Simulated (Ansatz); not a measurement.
**P: a short molecular-dynamics run**

A trajectory of P, an element-swapped structure with 4 atoms that was not relaxed first: 60 steps of 0.5 fs under a Langevin thermostat and barostat at 1200 K and 0 GPa.

All numbers below are computed with Ansatz 0.2.0 (DFT PBE, plane waves, PAW, scalar-relativistic, no spin polarisation).

### Step 1. The system as given

The cell holds 4 atoms (P4): a = 2.999 Å, b = 2.999 Å, c = 9.712 Å, α = 90.00°, β = 90.00°, γ = 60.00°.

Structure file:

```xyz
4
Lattice="1.4995 2.5973 0.0000 -1.4995 2.5973 0.0000 0.0000 0.0000 9.7121" Properties=species:S:1:pos:R:3 pbc="T T T"
P     0.0000    0.0000    0.0000
P     0.0000    0.0000    4.8560
P     0.0000    1.7315    7.2841
P     0.0000    3.4630    2.4280
```

### Step 2. Dynamics

Input file input.yaml:

```yaml
crystal:
  lattice:
    - [1.49954439, 2.59728706, 0.0]
    - [-1.49954439, 2.59728706, 0.0]
    - [0.0, 0.0, 9.712078]
  atoms:
    - { symbol: P, position: [0.0, 0.0, 0.0] }
    - { symbol: P, position: [0.0, 0.0, 0.5] }
    - { symbol: P, position: [0.33333333, 0.33333333, 0.75] }
    - { symbol: P, position: [0.66666667, 0.66666667, 0.25] }
kpoints:
  mp_grid: { grid: [6, 6, 2] }
magnetization:
  spin_polarized: false
scf:
  occupations: { method: cold, width: 0.15 }
hamiltonian:
  pseudopotentials: { kind: paw }
  xc: pbe
basis:
  ecutwfc: 420
  ecutrho_ratio: 9
md:
  timestep: 0.5
  n_steps: 60
  ensemble: npt_langevin
  temperature: 1200.0
  initial_velocities: maxwell_boltzmann
  seed: 703525
  pressure: 0.0
```

Launch:

```
$ ansatz run input.yaml --threads 2 --pin off --max-ram 2560MiB --backend cpu --events-out ev --progress --plain --runs-dir out
```

What does the calculation give? Wanted: temperature, first and last step; temperature, second half; potential energy, second half; largest change of the conserved energy; volume, first and last step; mean square displacement, second half.

As calculated:

```
                              quantity                             value
                                length                60 steps of 0.5 fs
      temperature, first and last step                    900 and 1742 K
              temperature, second half  mean 1617 K, from 1354 to 2158 K
         potential energy, second half      -220 meV/atom from the start
largest change of the conserved energy                     0.04 meV/atom
           volume, first and last step           18.91 and 15.73 Å³/atom
 mean square displacement, second half                        P 0.046 Å²
```

In words: Against a set 1200 K the second half averages 1617 K, going from 1560 to 1742 K over that half. The conserved energy strays from its start by at most 0.04 meV/atom, under 0.1 % of the mean kinetic energy, which is good for a step of 0.5 fs. No atom gets farther than 0.37 Å from its start, with the drift of the whole removed, against a typical distance of 3.0 Å between sites at the start. The volume changes by -16.8 % from first to last step, and is still moving at the end, so it is no equilibrium value. Settings off the usual here: basis.ecutrho_ratio. Averages from a run of 30 fs with 4 atoms are rough.
